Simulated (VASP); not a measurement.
MoSe2:

```
Mo Se
1.0
     3.28800    0.00000    0.00000
    -1.64400    2.84749    0.00000
     0.00000    0.00000   12.90000
Mo Se
2 4
Direct
  0.66667 0.33333 0.75000
  0.33333 0.66667 0.25000
  0.66667 0.33333 0.37500
  0.33333 0.66667 0.87500
  0.66667 0.33333 0.12500
  0.33333 0.66667 0.62500
```

| Item | Value |
| --- | --- |
| Program | VASP 6.6.1 |
| Task | relaxation of cell and atoms |
| Functional | PBEsol |
| Dispersion | D4 |
| Potentials or basis | VASP PAW PBE potentials, release 64 (Mo_sv, Se) |
| Cutoff | 600 eV |
| k mesh | 9 × 9 × 2 |
| Occupations | fermi-dirac, width 0.05 eV |
| Spin | no spin polarisation |

At the start: pressure 1.5 GPa; volume 20.13 Å³/atom.

**Question.** How do energy, volume and symmetry change on relaxing?

**Answer.** Over 28 steps the energy falls by 21.2 meV/atom and the volume is 19.14 Å³/atom (-4.9 %); space group P6_3/mmc (No. 194, to 0.05 Å).

Step by step:
```tsv
step	energy change (eV)	largest force (eV/Å)	pressure (GPa)	volume (Å³)
1	0.0000	0.8586	1.49	120.78
2	0.0182	0.6760	-5.81	124.02
3	-0.0629	0.0940	-2.16	122.28
4	-0.0893	0.1135	0.18	118.81
5	-0.0901	0.1096	-0.19	119.32
6	-0.0965	0.1600	0.11	118.72
7	-0.1056	0.2657	0.79	117.43
8	-0.1021	0.4795	2.34	114.86
9	-0.1075	0.3590	1.41	116.38
10	-0.1091	0.3453	1.33	116.33
11	-0.1135	0.3041	1.08	116.17
12	-0.1199	0.2219	0.59	115.87
13	-0.1227	0.0581	-0.30	115.25
14	-0.1232	0.1080	-0.04	115.44
15	-0.1242	0.0871	-0.09	115.44
16	-0.1261	0.0246	-0.25	115.44
17	-0.1245	0.0983	-0.54	115.42
18	-0.1264	0.0091	-0.33	115.43
19	-0.1266	0.0096	-0.12	115.26
20	-0.1267	0.0175	-0.03	115.18
21	-0.1267	0.0194	-0.01	115.17
22	-0.1267	0.0172	-0.01	115.15
23	-0.1268	0.0102	-0.02	115.10
24	-0.1268	0.0040	-0.04	115.01
25	-0.1269	0.0008	-0.01	114.97
26	-0.1269	0.0084	0.06	114.87
27	-0.1269	0.0101	0.07	114.85
28	-0.1269	0.0065	0.05	114.85
```

Final structure:
```
Mo Se
1.0
     3.24682    0.00000    0.00000
    -1.62341    2.81183    0.00000
     0.00000    0.00000   12.58066
Mo Se
2 4
Direct
  0.66667 0.33333 0.75000
  0.33333 0.66667 0.25000
  0.66667 0.33333 0.38275
  0.33333 0.66667 0.88275
  0.66667 0.33333 0.11725
  0.33333 0.66667 0.61725
```

Caveat: the PAW data sets were made with another functional, which shifts forces and pressure a little.
